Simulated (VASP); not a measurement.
# Si (Fd-3m) in VASP: further runs, part 2 of 2

VASP 6.6.1. Earlier steps stand in the parts before.

### Step 3. G0W0 quasiparticle levels, PBE

POSCAR reads:

```
Si                                      
1.0
    0.0000000000      2.7343105175      2.7343105175
    2.7343105175      0.0000000000      2.7343105175
    2.7343105175      2.7343105175      0.0000000000
  Si            
     2
Direct
     0.0000000000000000    0.0000000000000000    0.0000000000000000
     0.2500000000000000    0.2500000000000000    0.2500000000000000
```

INCAR.step1 reads:

```
SYSTEM = Si
PREC     = Accurate       ! precision mode
ENCUT    = 400            ! plane-wave cutoff, eV
EDIFF    = 1E-8           ! SCF threshold, eV
ISMEAR   = 0              ! smearing method
SIGMA    = 0.01           ! smearing width, eV
LREAL    = .FALSE.        ! projectors in reciprocal space
LASPH    = .TRUE.         ! aspherical terms in the spheres
NELM     = 60             ! most SCF steps
ALGO     = Fast           ! electronic algorithm
LWAVE    = .TRUE.         ! write WAVECAR
LCHARG   = .FALSE.        ! write CHGCAR
GGA      = PE             ! functional
KPAR     = 4
```

INCAR.step2 reads:

```
SYSTEM = Si
PREC     = Accurate       ! precision mode
ENCUT    = 400            ! plane-wave cutoff, eV
EDIFF    = 1E-8           ! SCF threshold, eV
ISMEAR   = 0              ! smearing method
SIGMA    = 0.01           ! smearing width, eV
LREAL    = .FALSE.        ! projectors in reciprocal space
LASPH    = .TRUE.         ! aspherical terms in the spheres
NELM     = 1              ! most SCF steps
ALGO     = Exact          ! electronic algorithm
LWAVE    = .TRUE.         ! write WAVECAR
LCHARG   = .FALSE.        ! write CHGCAR
GGA      = PE             ! functional
NBANDS   = 171            ! bands
LOPTICS  = .TRUE.         ! frequency-dependent dielectric function
ISTART   = 1            
KPAR     = 4
```

INCAR.step3 reads:

```
SYSTEM = Si
PREC     = Accurate       ! precision mode
ENCUT    = 400            ! plane-wave cutoff, eV
EDIFF    = 1E-8           ! SCF threshold, eV
ISMEAR   = 0              ! smearing method
SIGMA    = 0.01           ! smearing width, eV
LREAL    = .FALSE.        ! projectors in reciprocal space
LASPH    = .TRUE.         ! aspherical terms in the spheres
ALGO     = EVGW0          ! electronic algorithm
LWAVE    = .FALSE.        ! write WAVECAR
LCHARG   = .FALSE.        ! write CHGCAR
GGA      = PE             ! functional
NELMGW   = 1            
NBANDS   = 171            ! bands
ENCUTGW  = 150            ! cutoff of the response function
NOMEGA   = 60             ! frequency points
PRECFOCK = Fast         
ISTART   = 1            
NBANDSGW = 12           
KPAR     = 4
```

KPOINTS reads:

```
regular mesh
0
G
  6 6 6
  0 0 0
```

Potentials or basis: VASP PAW PBE potentials, release 64 (Si_GW).

Started as:

```console
> cat potpaw_PBE.64/Si_GW/POTCAR > POTCAR
> cp INCAR.step1 INCAR
> mpirun -np 4 vasp_std > vasp.out
> cp INCAR.step2 INCAR
> mpirun -np 4 vasp_std > vasp.out
> cp INCAR.step3 INCAR
> mpirun -np 4 vasp_std > vasp.out
```

OUTCAR:

```text
SYSTEM = Si
   PREC = Accurate
   ENCUT = 400
   EDIFF = 1E-8
   ISMEAR = 0
   LREAL = .FALSE.
   LASPH = .TRUE.
   GGA = PE
   NELMGW = 1
   ENCUTGW = 150
   PRECFOCK = Fast
   ISTART = 1

 ion  position               nearest neighbor table
   1  0.000  0.000  0.000-   2 2.37   2 2.37   2 2.37   2 2.37
   2  0.250  0.250  0.250-   1 2.37   1 2.37   1 2.37   1 2.37

  LATTYP: Found a face centered cubic cell.
 ALAT       =     5.4686210350

  Lattice vectors:

 A1 = (   0.0000000000,   2.7343105175,   2.7343105175)
 A2 = (   2.7343105175,   0.0000000000,   2.7343105175)
 A3 = (   2.7343105175,   2.7343105175,   0.0000000000)

Analysis of symmetry for initial positions (statically):
=====================================================================
[... 159 lines left out ...]
   ENCUTLF             =  -1.0    cutoff for local field effects
   NELMGW              =     1    number of iterations in solving QP/BSE equation
   NELMHF              =     1    number of iterations in the inner HF iteration
   NKREDLFX            =     1    NKREDLFY  =   1   NKREDLFZ  =   1
 non-spin polarized calculation
 Gauss-broadening in eV      SIGMA  =   0.01
  energy-cutoff  :      400.00
  volume of cell :       40.89
 maximum number of plane-waves:       754
 NGX is ok and might be reduce to    28
  NGX = 16; NGY = 16; NGZ = 16
   NGX = 13   NGY = 13   NGZ = 13
 maximum number of plane-waves:       174

 QP shifts <psi_nk| G(iteration)W_0 |psi_nk>: iteration 1
 for sc-GW calculations column KS-energies equals QP-energies in previous step
 and V_xc(KS)=  KS-energies - (<T + V_ion + V_H > + <T+V_H+V_ion>^1  + <V_x>^1)

 k-point   1 :       0.0000    0.0000    0.0000
  band No.  KS-energies  QP-energies   sigma(KS)   V_xc(KS)     V^pw_x(r,r')   Z            occupation Imag(sigma)

      1      -6.5523      -6.9609     -11.0561     -10.4166     -17.4297       0.6390       2.0000       1.0735
      2       5.2687       4.7368     -12.0543     -11.3523     -12.6619       0.7576       2.0000       0.0100
      3       5.2687       4.7368     -12.0543     -11.3523     -12.6619       0.7576       2.0000       0.0100
      4       5.2687       4.7368     -12.0543     -11.3523     -12.6619       0.7576       2.0000       0.0100
      5       7.8193       7.9253      -9.9161     -10.0572      -5.6866       0.7509       0.0000      -0.0729
      6       7.8193       7.9253      -9.9161     -10.0572      -5.6866       0.7509       0.0000      -0.0729
      7       7.8193       7.9253      -9.9161     -10.0572      -5.6866       0.7509       0.0000      -0.0729
      8       8.3904       8.6107     -10.7504     -11.0459      -6.1456       0.7453       0.0000      -0.0802
      9      12.9809      13.1265      -9.7442      -9.9413      -4.1792       0.7384       0.0000      -0.2282
     10      12.9809      13.1265      -9.7442      -9.9413      -4.1792       0.7384       0.0000      -0.2282
     11      13.1424      12.8965      -8.0243      -7.7023      -2.6434       0.7638       0.0000      -0.2804
     12      16.4474      16.3243      -8.4586      -8.2922      -2.2511       0.7397       0.0000      -0.6138
[... 228 lines left out ...]
      1      -2.3703      -2.8421     -11.5945     -10.9109     -15.9970       0.6900       2.0000       0.4663
      2      -2.3703      -2.8421     -11.5945     -10.9109     -15.9970       0.6900       2.0000       0.4663
      3       1.7033       1.1242     -10.8975     -10.0928     -12.8838       0.7197       2.0000       0.0491
      4       1.7033       1.1242     -10.8975     -10.0928     -12.8838       0.7197       2.0000       0.0491
      5       8.0177       8.0275      -9.4815      -9.4945      -5.1479       0.7542       0.0000      -0.0825
      6       8.0177       8.0275      -9.4815      -9.4945      -5.1479       0.7542       0.0000      -0.0825
      7      11.9535      12.0139     -10.0226     -10.1056      -4.3350       0.7283       0.0000      -0.2284
      8      11.9535      12.0139     -10.0226     -10.1056      -4.3350       0.7283       0.0000      -0.2284
      9      15.7149      15.7691     -10.5573     -10.6325      -3.8524       0.7213       0.0000      -0.5440
     10      15.7149      15.7691     -10.5573     -10.6325      -3.8524       0.7213       0.0000      -0.5440
     11      18.0574      18.1049     -10.2704     -10.3359      -3.3563       0.7246       0.0000      -0.7202
     12      18.0574      18.1049     -10.2704     -10.3359      -3.3563       0.7246       0.0000      -0.7202
```

OUTCAR.step2:

```text
SYSTEM = Si
   PREC = Accurate
   ENCUT = 400
   EDIFF = 1E-8
[... 853 lines left out ...]
  --------------------------------------------------------------------------------------------------------------
     0.00000    16.97806    16.97806    16.97806     0.00000     0.00000    -0.00000
     1.80764    23.88477    23.88477    23.88477     0.00000     0.00000    -0.00000
     3.61527     2.94924     2.94924     2.94924    -0.00000    -0.00000     0.00000
     5.42291    -4.80859    -4.80859    -4.80859    -0.00000    -0.00000     0.00000
     7.23055    -6.39917    -6.39917    -6.39917    -0.00000    -0.00000     0.00000
     9.03819    -2.83443    -2.83443    -2.83443    -0.00000    -0.00000     0.00000
[... 92 lines left out ...]
   177.14847     0.99066     0.99066     0.99066    -0.00000    -0.00000     0.00000
   178.95611     0.99086     0.99086     0.99086    -0.00000    -0.00000     0.00000
```

Wall time 84 s (4 MPI ranks of Intel Xeon 6975P-C (Granite Rapids), shared host); peak memory 0.72 GiB.

Results:

```
Band gap on the k mesh, mean-field level : 0.75 eV, indirect (least direct gap 2.55 eV)
Quasiparticle gap                        : 1.25 eV
Least direct quasiparticle gap           : 3.19 eV
```

Caveat: bands, screening cutoff and mesh are small and nothing is extrapolated, so the quasiparticle values aren't converged. A k mesh can miss the band edges.
